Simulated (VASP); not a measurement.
# SrO in VASP: how settings move the PBE single point

Aim: see what changed inputs do to the PBE single point of rocksalt SrO, under -4.0 % biaxial strain in the (111) plane, free along [111].

Program: VASP 6.6.1. PAW datasets, plane waves. The values are computed, spin-unpolarised, and not measurements.

## Step 1: The cell

The cell comes from an earlier relaxation with r2SCAN in another program, then strained, with the atoms relaxed again.

The symmetry is R-3m (No. 166, trigonal); conventional cell a = 3.503 Å, c = 9.177 Å, 16.25 Å³ an atom. Around Sr lie 6 O at 2.54 Å; around O lie 6 Sr at 2.54 Å.

As a file:

```cif
data_structure
_symmetry_space_group_name_H-M 'P 1'
_symmetry_Int_Tables_number 1
_cell_length_a 3.6670
_cell_length_b 3.6670
_cell_length_c 3.6670
_cell_angle_alpha 57.054
_cell_angle_beta 57.054
_cell_angle_gamma 57.054
_cell_volume 32.50
loop_
_atom_site_label
_atom_site_type_symbol
_atom_site_fract_x
_atom_site_fract_y
_atom_site_fract_z
_atom_site_occupancy
Sr1 Sr 0.00000 0.00000 0.00000 1
O1 O 0.50000 0.50000 0.50000 1
```

## Step 2: Reference

Contents of INCAR:

```
ENCUT = 520.000000
SIGMA = 0.020000
EDIFF = 1.00e-07
GGA = PE
PREC = Accurate
IBRION = -1
ISIF = 2
ISMEAR = -1
NBANDS = 15
NELM = 120
NSW = 0
LASPH = .TRUE.
LCHARG = .TRUE.
LELF = .TRUE.
LWAVE = .FALSE.
LREAL = .FALSE.
```

Contents of KPOINTS:

```
KPOINTS created by Atomic Simulation Environment
0
Gamma
8 8 8
0 0 0
```

Contents of POSCAR:

```
Sr O
 1.0000000000000000
     0.1150148237000000    2.5917114565000001    2.5917114565000001
     2.5917114565000001    0.1150148237000000    2.5917114565000001
     2.5917114565000001    2.5917114565000001    0.1150148237000000
 Sr  O
   1   1
Cartesian
  0.0000000000000000  0.0000000000000000  0.0000000000000000
  2.6492188683500006  2.6492188683500006  2.6492188683500006
```

A file KPOINTS_OPT adds named points for the levels; it doesn't enter the self-consistent loop.

Potentials: the recommended PBE PAW datasets, 16 valence electrons.

Run with:

```bash
$ mpirun -np 1 vasp_std
```

## Step 3: Try 1

Contents of INCAR:

```
ENCUT = 520.000000
SIGMA = 0.020000
EDIFF = 1.00e-07
GGA = PE
PREC = Accurate
IBRION = -1
ISIF = 2
ISMEAR = -1
NBANDS = 15
NSW = 0
LASPH = .TRUE.
LCHARG = .FALSE.
LWAVE = .FALSE.
LREAL = Auto
NELM = 69
```

KPOINTS is that of step 2.

POSCAR is that of step 2.

## Step 4: Try 2

Contents of INCAR:

```
ENCUT = 520.000000
SIGMA = 0.020000
EDIFF = 1.00e-07
PREC = Accurate
IBRION = -1
ISIF = 2
ISMEAR = -1
NBANDS = 15
NELM = 120
NSW = 0
LASPH = .TRUE.
LCHARG = .FALSE.
LWAVE = .FALSE.
LREAL = .FALSE.
METAGGA = MBJ
```

KPOINTS is that of step 2.

POSCAR is that of step 2.

## Step 5: Try 3

Contents of INCAR:

```
ENCUT = 520.000000
SIGMA = 0.020000
EDIFF = 1.00e-07
PREC = Accurate
IBRION = -1
ISIF = 2
ISMEAR = -1
NBANDS = 15
NSW = 0
LASPH = .TRUE.
LCHARG = .FALSE.
LWAVE = .FALSE.
LREAL = .FALSE.
GGA = RE
NELM = 93
```

KPOINTS is that of step 2.

POSCAR is that of step 2.

Q: Predict the outcome of this session. Wanted: for each run, changed; ending; energy change; pressure; electronic steps; usable.

As calculated:

| run | changed | ending | energy change (meV/atom) | pressure (GPa) | gap on the mesh (eV; negative: overlap) | electronic steps | time | usable |
| --- | --- | --- | --- | --- | --- | --- | --- | --- |
| ref. | – | converged | 0 | 8.0 | 3.15 | 13 | 37 s | yes |
| 1 | LREAL = Auto, NELM = 69 | converged | -0.2 | 8.1 | 3.15 | 13 | 45 s | yes |
| 2 | METAGGA = MBJ | converged | – | – | 4.82 | 67 | 2.4 min | levels only |
| 3 | GGA = RE, NELM = 93 | converged | – | 10.4 | 3.23 | 13 | 27 s | yes |

Of 3 altered inputs, 3 gave usable results. «LREAL = Auto, NELM = 69» moves the energy by -0.2 meV/atom.
